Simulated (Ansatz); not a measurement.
# SnSe (Pm-3m): seeking the equilibrium cell

Aim: the volume at which the pressure of SnSe (Pm-3m) vanishes.

Method: DFT PBE, scalar-relativistic, plane waves, PAW, in Ansatz 0.2.0.

The runs add the D3(BJ) dispersion term to the functional named.

## 1. Starting point

The structure is cubic, space group Pm-3m (No. 221). The conventional cell has a = 3.608 Å, b = 3.608 Å, c = 3.608 Å, α = 90.00°, β = 90.00°, γ = 90.00°. Se (site symmetry m-3m) has 8 Sn at 3.12 Å as nearest neighbours. Sn (site symmetry m-3m) is surrounded by 8 Se at 3.12 Å.

Coordinates:

```
CELL_PARAMETERS angstrom
3.60755 0.00000 0.00000
0.00000 3.60755 0.00000
0.00000 0.00000 3.60755
ATOMIC_POSITIONS crystal
Se 0.00000 0.00000 0.00000
Sn 0.50000 0.50000 0.50000
```

## 2. First run, at the start cell

Input file input.yaml:

```yaml
crystal:
  lattice:
    - [3.60755163, 0.0, 0.0]
    - [0.0, 3.60755163, 0.0]
    - [0.0, 0.0, 3.60755163]
  atoms:
    - { symbol: Se, position: [0.0, 0.0, 0.0] }
    - { symbol: Sn, position: [0.5, 0.5, 0.5] }
basis:
  ecutwfc: 420
  ecutrho_ratio: 4
kpoints:
  mp_grid: { grid: [10, 10, 10] }
hamiltonian:
  xc: pbe
  dispersion: d3bj
scf:
  occupations: { method: gaussian, width: 0.05 }
output:
  forces: true
  stress: true
  eigenvalues: true
```

Launch:

```
$ ansatz run input.yaml --threads 1 --pin off --max-ram 2560MiB --backend cpu --events-out ev --progress --plain --runs-dir out
```

Further steps of the session: A new volume, run 2; A new volume, run 3.

Before running it: what results should come out? Wanted: volume; pressure; conventional cell; gap on the mesh.

The runs gave:

```
         quantity                                                                      value
           volume                                                             23.659 Å³/atom
         pressure                                                                   0.00 GPa
conventional cell  a = 3.617 Å, b = 3.617 Å, c = 3.617 Å, α = 90.00°, β = 90.00°, γ = 90.00°
  gap on the mesh                                                               none (metal)
```

The volume went from 23.48 to 23.66 Å³/atom (+0.8 %), where 0.00 GPa is left. Spin–orbit coupling is left out, though the cell holds Sn; it can open a gap where p bands cross.
